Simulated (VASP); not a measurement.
# Al: intraband terms of a metal's spectrum

Al, P6_3/mmc (no. 194), 2 atoms in the cell. PBE, independent-particle dielectric function; PAW potentials Al (PBE set).

## Input

INCAR.step1:
```
SYSTEM = Al
EDIFF = 1E-7
ENCUT = 280
ISMEAR = 1
KPAR = 4
LASPH = .TRUE.
LCHARG = .TRUE.
LMAXMIX = 4
LWAVE = .FALSE.
PREC = Accurate
SIGMA = 0.1
```

INCAR.step2:
```
SYSTEM = Al
CSHIFT = 0.1
EDIFF = 1E-6
ENCUT = 280
ICHARG = 11
ISMEAR = 0
KPAR = 4
LASPH = .TRUE.
LCHARG = .FALSE.
LMAXMIX = 4
LWAVE = .TRUE.
NBANDS = 21
NEDOS = 3000
OMEGAMAX = 30
PREC = Accurate
SIGMA = 0.3
```

INCAR.step3, as INCAR.step2 but for:
```
- LWAVE = .TRUE.
+ ALGO = None
+ ISTART = 1
+ LOPTICS = .TRUE.
+ LWAVE = .FALSE.
+ NELM = 1
```

INCAR.step4, as INCAR.step3 but for:
```
+ WPLASMAI = 0.03
```

INCAR.step5 to INCAR.step6 change the same tag again: WPLASMAI = 0.1, 0.3.

INCAR.step7, as INCAR.step6 but for:
```
- WPLASMAI = 0.3
+ RTIME = 5
```

INCAR.step8, as INCAR.step7 but for:
```
- RTIME = 5
+ RTIME = 20
```

INCAR.step9, as INCAR.step8 but for:
```
- RTIME = 20
+ LNABLA = .TRUE.
```

INCAR.step10, as INCAR.step9 but for:
```
- ISMEAR = 0
- LNABLA = .TRUE.
+ ISMEAR = -5
```

KPOINTS.step1:
```
k-points
0
Gamma
  11 11 6
```

KPOINTS.step2:
```
k-points
0
Gamma
  17 17 9
```

POSCAR:
```
Al
1.0
    2.8124553515      0.0000000000      0.0000000000
   -1.4062276757      2.4356577814      0.0000000000
    0.0000000000      0.0000000000      4.8668500000
Al
2
Direct
    0.3333333333      0.6666666667      0.2500000000
    0.6666666667      0.3333333333      0.7500000000
```

Commands (each step's output is kept before the next begins):
```
cat potpaw_PBE.64/Al/POTCAR > POTCAR
cp INCAR.step1 INCAR
cp KPOINTS.step1 KPOINTS
mpirun -np 4 vasp_std > vasp.out
cp INCAR.step2 INCAR
cp KPOINTS.step2 KPOINTS
mpirun -np 4 vasp_std > vasp.out
cp INCAR.step3 INCAR
mpirun -np 4 vasp_std > vasp.out
cp INCAR.step4 INCAR
mpirun -np 4 vasp_std > vasp.out
cp INCAR.step5 INCAR
mpirun -np 4 vasp_std > vasp.out
cp INCAR.step6 INCAR
mpirun -np 4 vasp_std > vasp.out
cp INCAR.step7 INCAR
mpirun -np 4 vasp_std > vasp.out
cp INCAR.step8 INCAR
mpirun -np 4 vasp_std > vasp.out
cp INCAR.step9 INCAR
mpirun -np 4 vasp_std > vasp.out
cp INCAR.step10 INCAR
mpirun -np 4 vasp_std > vasp.out
```

## Result

- Bands: 21

One ground state, settings moved in the last step alone:

| Settings | Plasma frequency (eV) | Im ε at 0.5 eV | Im ε at 1 eV | Im ε at 2 eV | Im ε at 4 eV | Time (s) |
|---|---|---|---|---|---|---|
| interband part alone | 12.72 | 121.2 | 67.1 | 9.1 | 1.4 | 8 |
| Drude term, WPLASMAI 0.03 | 12.72 | 159.9 | 71.9 | 9.7 | 1.5 | 9 |
| Drude term, WPLASMAI 0.1 | 12.72 | 245.7 | 83.1 | 11.1 | 1.6 | 9 |
| Drude term, WPLASMAI 0.3 | 12.72 | 406.9 | 111.6 | 15.0 | 2.1 | 10 |
| relaxation time RTIME 5 fs | 12.72 | 280.7 | 88.0 | 11.7 | 1.7 | 11 |
| relaxation time RTIME 20 fs | 12.72 | 163.6 | 72.4 | 9.7 | 1.5 | 11 |
| transversal form (LNABLA) | 13.36 | 132.8 | 73.3 | 10.1 | 1.5 | 11 |
| tetrahedron method | – | – | – | – | – | no result |

VASP 6.6.1 took 87 s on 4 cores (Intel Xeon Platinum 8375C @ 2.90GHz (Ice Lake)), a shared host.
